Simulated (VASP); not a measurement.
Crystal: LiH.

```xyz
2
Lattice="2.5070 0.0000 0.0000 0.0000 2.5070 0.0000 0.0000 0.0000 2.5070" Properties=species:S:1:pos:R:3 pbc="T T T"
Li    1.2535    1.2535    1.2535
H     0.0000    0.0000    0.0000
```

The cell was built by a generator and needn't be a form met in nature.

Base run:

- Program: VASP 6.6.1
- Functional: PBE0(alpha)
- Potentials or basis: VASP PAW PBE potentials, release 64 (Li_sv, H)
- Cutoff: 520 eV
- k mesh: 6 × 6 × 6
- Occupations: fermi-dirac, width 0.05 eV
- Spin: no spin polarisation

Its results: band gap on the k mesh 1.60 eV, indirect (least direct gap 5.28 eV).

After a change of settings the same cell gave: band gap on the k mesh 1.31 eV, indirect (least direct gap 4.91 eV). Which change was it?
A. share of exact exchange from 0.15 to 0.1
B. share of exact exchange from 0.15 to 0.2
C. share of exact exchange from 0.15 to 0.05
D. share of exact exchange from 0.15 to 0.25

A.
